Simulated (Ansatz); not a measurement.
# Al3Ru2: convergence and cost

This session on Al3Ru2 sets out to test the k-point mesh shifted by half a step.

Program: Ansatz 0.2.0. Level of theory: DFT r2SCAN, scalar-relativistic, plane waves, PAW. These are calculated values, not measurements.

1 further run of the same task is left out (set aside as unsound or not needed). Runs told in other sessions of the task aren't counted.

## 1. The starting structure

Symmetry: I4/mmm, No. 139, tetragonal system. The conventional cell has a = 3.078 Å, b = 3.078 Å, c = 14.286 Å, α = 90.00°, β = 90.00°, γ = 90.00°. Al (site symmetry 4/mmm) has 8 Ru at 2.65 Å and 2 Al at 2.77 Å in its first shell of neighbours. Around Al (site symmetry 4mm) lie 5 Ru at 2.51 to 2.86 Å and 5 Al at 2.70 to 2.77 Å. Around Ru (site symmetry 4mm) lie 9 Al at 2.51 to 2.86 Å.

Structure file:

```
CELL_PARAMETERS angstrom
-1.53890 1.53890 7.14310
1.53890 -1.53890 7.14310
1.53890 1.53890 -7.14310
ATOMIC_POSITIONS crystal
Al 0.00000 0.00000 0.00000
Al 0.80618 0.80618 0.00000
Al 0.19382 0.19382 0.00000
Ru 0.60587 0.60587 0.00000
Ru 0.39413 0.39413 0.00000
```

The structure comes from the Materials Project (structure only); it is used as listed.

## 2. The base input

input.yaml reads:

```yaml
crystal:
  lattice:
    - [-1.538900875, 1.538900875, 7.14310203]
    - [1.538900875, -1.538900875, 7.14310203]
    - [1.538900875, 1.538900875, -7.14310203]
  atoms:
    - { symbol: Al, position: [0.0, 0.0, 0.0] }
    - { symbol: Al, position: [0.80618462, 0.80618462, 0.0] }
    - { symbol: Al, position: [0.19381538, 0.19381538, 0.0] }
    - { symbol: Ru, position: [0.60586857, 0.60586857, 0.0] }
    - { symbol: Ru, position: [0.39413143, 0.39413143, 0.0] }
basis:
  ecutwfc: 500
kpoints:
  mp_grid: { grid: [16, 16, 16] }
hamiltonian:
  xc: r2scan
scf:
  occupations: { method: gaussian, width: 0.1 }
output:
  forces: true
  stress: true
  eigenvalues: true
  populations: true
```

It was run beforehand and gave: -2681.2966 eV/atom at zero smearing, pressure -0.22 GPa, largest force 0.009 eV/Å, no gap on the mesh, in 7 SCF cycles and 41 s.

## 3. K-point mesh shifted by half a step set to 10×10×10

input.yaml reads:

```yaml
crystal:
  lattice:
    - [-1.538900875, 1.538900875, 7.14310203]
    - [1.538900875, -1.538900875, 7.14310203]
    - [1.538900875, 1.538900875, -7.14310203]
  atoms:
    - { symbol: Al, position: [0.0, 0.0, 0.0] }
    - { symbol: Al, position: [0.80618462, 0.80618462, 0.0] }
    - { symbol: Al, position: [0.19381538, 0.19381538, 0.0] }
    - { symbol: Ru, position: [0.60586857, 0.60586857, 0.0] }
    - { symbol: Ru, position: [0.39413143, 0.39413143, 0.0] }
basis:
  ecutwfc: 500
kpoints:
  mp_grid: { grid: [10, 10, 10], shift: [0.5, 0.5, 0.5] }
hamiltonian:
  xc: r2scan
scf:
  occupations: { method: gaussian, width: 0.1 }
output:
  forces: true
  stress: true
  eigenvalues: true
```

Command:

```
$ ansatz run input.yaml --threads 1 --pin off --max-ram 2560MiB --backend cpu --events-out ev --progress --plain --runs-dir out
```

## 4. K-point mesh shifted by half a step set to 12×12×12

input.yaml, as its differences from that of step 3:

```diff
@@ -14,3 +14,3 @@
 kpoints:
-  mp_grid: { grid: [10, 10, 10], shift: [0.5, 0.5, 0.5] }
+  mp_grid: { grid: [12, 12, 12], shift: [0.5, 0.5, 0.5] }
 hamiltonian:
```

## 5. K-point mesh shifted by half a step set to 14×14×14

input.yaml, as its differences from that of step 4:

```diff
@@ -14,3 +14,3 @@
 kpoints:
-  mp_grid: { grid: [12, 12, 12], shift: [0.5, 0.5, 0.5] }
+  mp_grid: { grid: [14, 14, 14], shift: [0.5, 0.5, 0.5] }
 hamiltonian:
```

(Steps that only read results are left out.)

What results come out of these runs, taken together? Wanted: largest energy shift, k-point mesh shifted by half a step.

The runs gave:

```
                                                 quantity                      value
largest energy shift, k-point mesh shifted by half a step  4.09 meV/atom at 10×10×10
```

In words: The densest shifted mesh lands 0.87 meV/atom from the base run.
